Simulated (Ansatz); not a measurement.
## Hf-Mg stack of (100) layers: lattice stability ahead of a resistivity run

Question: is the lattice of Hf-Mg stack of (100) layers stable, and if so, what are its coupling constant and resistivity?

Program: Ansatz 0.2.0. Level of theory: DFT PBEsol, scalar-relativistic, plane waves, PAW. Results are calculated unless marked as measured.

Report form: the programs' logs are mostly left out.

### Step 1. Set-up

The cell holds 2 atoms: 1 Hf and 1 Mg. Its edges and angles: a = 3.204 Å, b = 3.204 Å, c = 13.266 Å, α = 90.0°, β = 90.0°, γ = 90.0°. Vacuum lies along c.

### Step 2. Rough relaxation

The start is far from rest, so a relaxation with loose thresholds does the first part.

Input file input.yaml:

```yaml
crystal:
  lattice:
    - [3.2041, 0.0, 0.0]
    - [0.0, 3.2041, 0.0]
    - [0.0, 0.0, 13.26564]
  atoms:
    - { symbol: Hf, position: [0.0, 0.0, 0.414605] }
    - { symbol: Mg, position: [0.5, 0.5, 0.585395] }
  periodic: [true, true, false]
kpoints:
  mp_grid: { grid: [6, 6, 1] }
hamiltonian:
  xc: pbesol
scf:
  occupations: { method: gaussian, width: 0.1 }
output:
  forces: true
  stress: true
  eigenvalues: true
relax:
  adjacent_minimum: "off"
  f_tol: 0.05
  max_steps: 80
  cell: { stress_2d_tol: 0.02 }
```

Run with:

```sh
$ ansatz run input.yaml --threads 4 --pin off --max-ram 16384MiB --backend cpu --events-out ev --progress --plain --runs-dir out
```

Elapsed: 14 s, on 4 threads of Arm Neoverse V1, shared host; peak memory 0.56 GiB.

Step by step:

```
step  energy less that of the first step (eV)  largest force component (eV/Å)  volume (Å³)
   1                                   0.0000                          0.7717       290.86
   2                                  -0.2835                          0.5485       264.66
   3                                  -0.3786                          0.0646       247.42
   4                                  -0.3818                          0.0383       242.66
   5                                  -0.3820                          0.0057       243.03
  6*                                  -0.3813                          0.0057       243.03
```

Relaxation steps marked * repeat the geometry before them on a plane-wave basis chosen anew for their cell, so energy and pressure can jump there.

Forces are held to the 8 operations that the run works with; a distortion that breaks them can't arise in this run.

```
cell as run  before  after  change
      a (Å)   3.204  2.929  -8.6 %
      b (Å)   3.204  2.929  -8.6 %
```

The atoms that moved most (Å, along periodic axes as changes of fractional coordinates times the final cell, across vacuum about the mean position):

```
atom     dx     dy      dz  length
 Hf1  0.000  0.000   0.028   0.028
 Mg2  0.000  0.000  -0.028   0.028
```

Final coordinates:

```xyz
2
Lattice="2.9288 0.0000 0.0000 0.0000 2.9288 0.0000 0.0000 0.0000 28.3313" Properties=species:S:1:pos:R:3
Hf    0.0000    0.0000    5.5282
Mg    1.4644    1.4644    7.7374
```

Numbers from this step:

```yaml
metallic_on_mesh: yes
gap_on_the_k_mesh: 0 eV
```

The relaxation ends with a largest force component of 0.0057 eV/Å.

### Step 3. Relaxing cell and atoms

The structure is brought to rest under this functional.

Input file input.yaml:

```yaml
crystal:
  lattice:
    - [2.9288235491, 0.0, 0.0]
    - [0.0, 2.9288235491, 0.0]
    - [0.0, 0.0, 28.3312773112]
  atoms:
    - { symbol: Hf, position: [0.0, 0.0, 0.195127108] }
    - { symbol: Mg, position: [0.5, 0.5, 0.2731059284] }
  periodic: [true, true, false]
kpoints:
  mp_grid: { grid: [10, 10, 1] }
hamiltonian:
  xc: pbesol
scf:
  occupations: { method: gaussian, width: 0.1 }
output:
  forces: true
  stress: true
  eigenvalues: true
  write_density: true
  write_potential: true
  elf: true
  volumetric_format: npy
relax:
  adjacent_minimum: "off"
  f_tol: 0.005
  max_steps: 80
  cell: { stress_2d_tol: 0.02 }
```

Wall time 16 s (4 threads); peak memory 0.55 GiB.

Little changed from the start: no atom moved by 0.005 Å and no cell edge by 0.1 %.

ELF in the ca plane at fractional y = 0.000, with atoms of Hf within 0.2 Å of it. It is the smooth field of the valence electrons, not physical close to the nuclei.

Ten even steps from '0' (0.00) to '9' (0.85), each cell a mean:
```
00000000000016999612578876421000000000000000
00000000011114787324678875420000000000000000
00000000123322333346788875320000000000000000
00000000124443333567788775310000000000000000
00000000123433233457788875310000000000000000
00000000112113565335788875320000000000000000
00000000011015999513678875421000000000000000
00000000000027999722578876421000000000000000
```
Columns run along c (16.0 Å, from fractional 0.00 to 0.56 of the cell), rows up along a (2.9 Å). Atoms in or near the plane, at fractional coordinates: Hf at (0.20, 0.00).

Electrostatic potential energy in the ca plane at fractional y = 0.000, with atoms of Hf within 0.2 Å of it. With pseudopotentials it is smooth inside the atoms' cores, unlike the true potential.

Values in eV, 5 rows by 16 columns, each cell a mean:
```
  1   0   0  -1 -14 -39 -23  -2  -1  -1  -1  -1  -1  -1  -1  -1
  1   1   0   0  -5 -19  -8  -3  -3  -1  -1  -1  -1  -1  -1  -1
  1   1   0   0  -3  -8  -4  -3  -3  -1  -1  -1  -1  -1  -1  -1
  1   1   0  -1  -8 -28 -13  -2  -2  -1  -1  -1  -1  -1  -1  -1
  1   0   0  -1 -16 -39 -25  -2  -1   0   0  -1  -1  -1  -1  -1
```
Columns run along c (16.0 Å, from fractional 0.00 to 0.56 of the cell; values clipped at the 3rd and 97th percentile), rows up along a (2.9 Å). Atoms in or near the plane, at fractional coordinates: Hf at (0.20, 0.00).

Valence density in the ca plane at fractional y = 0.000, with atoms of Hf within 0.2 Å of it. It is the smooth field of the valence electrons, not physical close to the nuclei.

Ten steps, logarithmic in the rise over the least value, from '0' (0 e/Å³) to '9' (31 e/Å³), each cell a mean:
```
00000000000015898510000000000000000000000000
00000000000013565310000000000000000000000000
00000000000001222110000000000000000000000000
00000000000000111110000000000000000000000000
00000000000001111110000000000000000000000000
00000000000002444210000000000000000000000000
00000000000014787410000000000000000000000000
00000000000015898520000000000000000000000000
```
Columns run along c (16.0 Å, from fractional 0.00 to 0.56 of the cell), rows up along a (2.9 Å). Atoms in or near the plane, at fractional coordinates: Hf at (0.20, 0.00).

### Step 4. Tight relaxation

No force is left; the cell is relaxed once more with another smearing and tight thresholds.

input.yaml, the sections that differ from step 3:

```yaml
crystal:
  lattice:
    - [2.9276949861, 0.0, 0.0]
    - [0.0, 2.9276949861, 0.0]
    - [0.0, 0.0, 28.3312773112]
  atoms:
    - { symbol: Hf, position: [0.0, 0.0, 0.1952222316] }
    - { symbol: Mg, position: [0.5, 0.5, 0.2730108048] }
  periodic: [true, true, false]
scf:
  occupations: { method: methfessel_paxton, width: 0.2 }
relax:
  adjacent_minimum: "off"
  f_tol: 0.001
  max_steps: 60
  cell: { stress_2d_tol: 0.002 }
# kpoints, hamiltonian, output: as in step 3
```

It took 17 s on 4 threads; peak memory 0.56 GiB.

Little changed from the start: no atom moved by 0.005 Å and no cell edge by 0.1 %.

Electrostatic potential energy in the ca plane at fractional y = 0.000, with atoms of Hf within 0.2 Å of it. With pseudopotentials it is smooth inside the atoms' cores, unlike the true potential.

Ten even steps from '0' (-40 eV) to '9' (1 eV), each cell a mean:
```
99999999999861000168999999999999999999999999
99999999999874101478999999999999999999999999
99999999999987656789999999999999999999999999
99999999999998878899988999999999999999999999
99999999999988777899988999999999999999999999
99999999999986323689999999999999999999999999
99999999999862000278999999999999999999999999
99999999999851000168999999999999999999999999
```
Columns run along c (16.0 Å, from fractional 0.00 to 0.56 of the cell; values clipped at the 3rd and 97th percentile), rows up along a (2.9 Å). Atoms in or near the plane, at fractional coordinates: Hf at (0.20, 0.00).

ELF in the ca plane at fractional y = 0.000, with atoms of Hf within 0.2 Å of it. It is the smooth field of the valence electrons, not physical close to the nuclei.

Ten even steps from '0' (0.00) to '9' (0.85), each cell a mean:
```
00000000000016999612578876421000000000000000
00000000111114787324678875420000000000000000
00000000123322333346788875320000000000000000
00000000124443333567788775310000000000000000
00000000123433233457788875310000000000000000
00000000112113565335788875320000000000000000
00000000011015999513678875421000000000000000
00000000000027999722578876421000000000000000
```
Columns run along c (16.0 Å, from fractional 0.00 to 0.56 of the cell), rows up along a (2.9 Å). Atoms in or near the plane, at fractional coordinates: Hf at (0.20, 0.00).

Valence density in the ca plane at fractional y = 0.000, with atoms of Hf within 0.2 Å of it. It is the smooth field of the valence electrons, not physical close to the nuclei.

Ten steps, logarithmic in the rise over the least value, from '0' (0 e/Å³) to '9' (31 e/Å³), each cell a mean:
```
00000000000015898510000000000000000000000000
00000000000013565310000000000000000000000000
00000000000001222110000000000000000000000000
00000000000000111110000000000000000000000000
00000000000001111110000000000000000000000000
00000000000002444210000000000000000000000000
00000000000014787410000000000000000000000000
00000000000015898520000000000000000000000000
```
Columns run along c (16.0 Å, from fractional 0.00 to 0.56 of the cell), rows up along a (2.9 Å). Atoms in or near the plane, at fractional coordinates: Hf at (0.20, 0.00).

### Step 5. Phonons: q 2×2×1, k 6×6×1

Before any scattering is computed, the phonons show whether the structure is a minimum.

Input file input.yaml:

```yaml
crystal:
  lattice:
    - [2.9276808977, 0.0, 0.0]
    - [0.0, 2.9276808977, 0.0]
    - [0.0, 0.0, 28.3312773112]
  atoms:
    - { symbol: Hf, position: [0.0, 0.0, 0.195248293] }
    - { symbol: Mg, position: [0.5, 0.5, 0.2729847434] }
  periodic: [true, true, false]
kpoints:
  mp_grid: { grid: [6, 6, 1] }
hamiltonian:
  xc: pbesol
scf:
  occupations: { method: methfessel_paxton, width: 0.2 }
output:
  eigenvalues: true
phonons:
  method: dfpt
  qmesh: [2, 2, 1]
  temperatures: { t_max: 1000, t_step: 50 }
  qpath:
    path: [[0.0, 0.0, 0.0], [0.0, 0.5, 0.0], [0.5, 0.5, 0.0], [0.0, 0.0, 0.0]]
    npoints: 10
```

Wall time 41 s (4 threads); peak memory 0.84 GiB; 2.6 min of CPU time.

This step gave:

```
share of imaginary modes in the plain interpolation between solved wavevectors : 0.0702
highest frequency, solved or plainly interpolated                              : 301.5 cm⁻¹
```

Solved on the 2×2×1 mesh alone; all other wavevectors are interpolated. Phonon branches along the path, in cm⁻¹:

```
  point  branch 1  branch 2  branch 3  branch 4  branch 5  branch 6
      Γ         0         0         0       163       163       208
halfway        -9        44        96       143       214       241
      X        26        64       116       128       221       302
halfway       -52       114       144       218       228       301
      M       -98       159       159       213       300       300
halfway       -21       105       105       215       235       235
      Γ         0         0         0       163       163       208
```

Lowest modes at the softest wavevector of the mesh. Modes at q = (0.500, 0.500, 0.000), with each element's share of the kinetic energy (negative means imaginary):

```
mode  frequency (cm⁻¹)  Hf %  Mg %
   1             -98.0   100     0
   2             159.2   100     0
   3             159.2   100     0
   4             213.3     0   100
   5             300.4     0   100
   6             300.4     0   100
```

Displacements in mode 1 (-98.0 cm⁻¹), the largest set to 1, in the home cell:
```
Hf1 0.00 0.00 1.00
Mg2 0.00 0.00 0.00
```

Displacements in mode 5 (300.4 cm⁻¹), the largest set to 1, in the home cell:
```
Hf1  0.00  0.02  0.00
Mg2 -1.00  0.00  0.00
```

Among the solved wavevectors the lowest mode, translations apart, is -98 cm⁻¹, imaginary.

### Step 6. Phonons: q 2×2×1, k 8×8×1

An imaginary mode on so few k-points may come from the sampling, so the phonons are repeated with another k mesh.

Edit input.yaml of step 5 so:

```diff
@@ -10,3 +10,3 @@
 kpoints:
-  mp_grid: { grid: [6, 6, 1] }
+  mp_grid: { grid: [8, 8, 1] }
 hamiltonian:
```

The mesh is denser.

Run time: 62 s. Hardware: 4 threads; peak memory 0.9 GiB.

This step gave:

```yaml
share_of_imaginary_modes_in_the_plain_interpolation_between_solved_wavevectors: 0.0277
highest_frequency_solved_or_plainly_interpolated: 307.4 cm⁻¹
```

Solved on the 2×2×1 mesh alone; all other wavevectors are interpolated. The phonon branches at the labelled points (cm⁻¹):

```
  point  branch 1  branch 2  branch 3  branch 4  branch 5  branch 6
      Γ         0         0         0       162       162       202
halfway        19        31        95       142       212       244
      X        40        42       116       127       224       307
halfway        11       113       141       220       227       303
      M       -39       155       155       216       299       299
halfway        24       104       105       216       236       236
      Γ         0         0         0       162       162       202
```

Lowest modes at the softest wavevector of the mesh. The modes at q = (0.500, 0.500, 0.000) (shares of kinetic energy by element, %) (negative means imaginary):

```
mode  frequency (cm⁻¹)  Hf %  Mg %
   1             -38.9   100     0
   2             154.9   100     0
   3             154.9   100     0
   4             216.0     0   100
   5             299.2     0   100
   6             299.2     0   100
```

Displacements in mode 1 (-38.9 cm⁻¹), the largest set to 1, in the home cell:
```
Hf1 0.00 0.00 1.00
Mg2 0.00 0.00 0.00
```

Displacements in mode 5 (299.2 cm⁻¹), the largest set to 1, in the home cell:
```
Hf1  0.00  0.02  0.00
Mg2 -1.00  0.00  0.00
```

The modes has structure finer than the step of the table below, so its rows give means over 10 cm⁻¹, whole bins alone (the curve runs from -48.3 to 326 cm⁻¹). Peaks (cm⁻¹: height): Hf -22.4: 0.00744, 27.0: 0.0451, 99.9: 0.0196, 128.2: 0.0293; Mg 217.6: 0.0819, 300.0: 0.0312.

Phonopy on the run's constants, 19x19x1 mesh, Gaussian sigma 2.7 cm⁻¹. Table of modes by wavenumber; means over each step; values in 1/cm⁻¹/cell:

```
wavenumber (cm⁻¹)       Hf       Mg
              -40  0.00298        0
              -30  0.00665   8.1e-6
              -20  0.00579   1.9e-5
              -10  0.00138   1.4e-5
                0  0.00539   3.5e-4
               10   0.0104   7.8e-4
               20   0.0243  0.00152
               30   0.0399  0.00212
               40   0.0262   7.0e-4
               50   0.0137   7.9e-4
               60  0.00911   2.8e-4
               70   0.0110   4.7e-4
               80   0.0118   2.5e-4
               90   0.0108   3.1e-4
              100   0.0155   3.3e-4
              110   0.0152   8.6e-4
              120   0.0211  0.00456
              130   0.0256  0.00684
              140   0.0181  0.00554
              150   0.0139   0.0104
              160  0.00277   0.0111
              170   6.5e-4  0.00841
              180   5.8e-4   0.0120
              190   2.2e-4  0.00547
              200   9.4e-4   0.0136
              210  0.00204   0.0353
              220  0.00296   0.0658
              230   3.8e-4   0.0110
              240   1.0e-4  0.00980
              250   1.2e-4  0.00788
              260   5.9e-5   0.0103
              270   9.7e-5   0.0107
              280   5.7e-5   0.0128
              290   7.6e-5   0.0172
              300   9.1e-5   0.0262
              310   2.3e-5  0.00630
              320        0   1.0e-5
```

No LO-TO term; unit eigenvectors of the mass-weighted matrix. Modes at Γ, with each element's share of the kinetic energy:

```
mode  frequency (cm⁻¹)  symmetry  Hf %  Mg %
   1               0.0   unnamed    88    12
   2               0.0   unnamed    88    12
   3               0.0   unnamed    88    12
   4             161.6         E    12    88
   5             161.6         E    12    88
   6             202.1        A1    12    88
```

Displacements in mode 4 (161.6 cm⁻¹), the largest set to 1:
```
Hf1 -0.14  0.00  0.00
Mg2  1.00  0.00  0.00
```

Displacements in mode 6 (202.1 cm⁻¹), the largest set to 1:
```
Hf1  0.00  0.00 -0.14
Mg2  0.00  0.00  1.00
```

Among the solved wavevectors the lowest mode, translations apart, is -38.9 cm⁻¹, imaginary.

### Step 7. Electron–phonon run: q 2×2×1, k 8×8×1, scattering 12×12×1

Phonons, couplings and the Boltzmann equation in one run.

Edit input.yaml of step 6 so:

```diff
@@ -24 +24,4 @@
     npoints: 10
+  electrical_resistivity:
+    mesh: [12, 12, 1]
+    temperatures: [20.0, 50.0, 77.0, 100.0, 150.0, 200.0, 300.0, 400.0, 600.0, 800.0]
```

It took 59 s on 4 threads; peak memory 0.91 GiB.

The run ended with an error.

The program's message: “electrical resistivity: the mode of lowest frequency at the wavevector [-0.5000, -0.5000, 0.0000] is imaginary, -38.91 cm⁻¹ (written negative): the force constants describe an unstable lattice; relax …”

The run stops because a mode is imaginary on the scattering mesh, where no scattering rate is defined; denser k meshes, other smearings and, between solved wavevectors, finer q meshes show whether the instability is real.

### Step 8. Outcome

| Item | Value |
| --- | --- |
| phonon run of the rows without a label of their own | PBEsol, q 2×2×1, k 8×8×1 |
| softest mode on the q mesh | -38.9 cm⁻¹ at q = (0.5, 0.5, 0) |
| highest frequency, solved or plainly interpolated | 307 cm⁻¹ |

What this shows: The lattice is dynamically unstable at this level: a mode at q = (0.5, 0.5, 0) is imaginary, 38.9i cm⁻¹, so no harmonic coupling constant or resistivity is defined for this structure. These meshes are coarse, and single modes of a metal can move by tens of cm⁻¹ with the k mesh. The mode is weak and these meshes are coarse, so a denser k mesh or another smearing could remove it. Spin–orbit coupling, left out here, matters for Hf. The structure was built by hand as an ordered model, and its stability against other phases was not tested.

[Logs are printed without paths, hosts, clocks, repeated set-up lines and the standing remarks that a program may print on its own settings, such as how far it seeks lower states.]

[Hosts, paths, dates, database ids (printed as entryN), source tags and the programs' standing remarks are cut or masked in the printed files.]
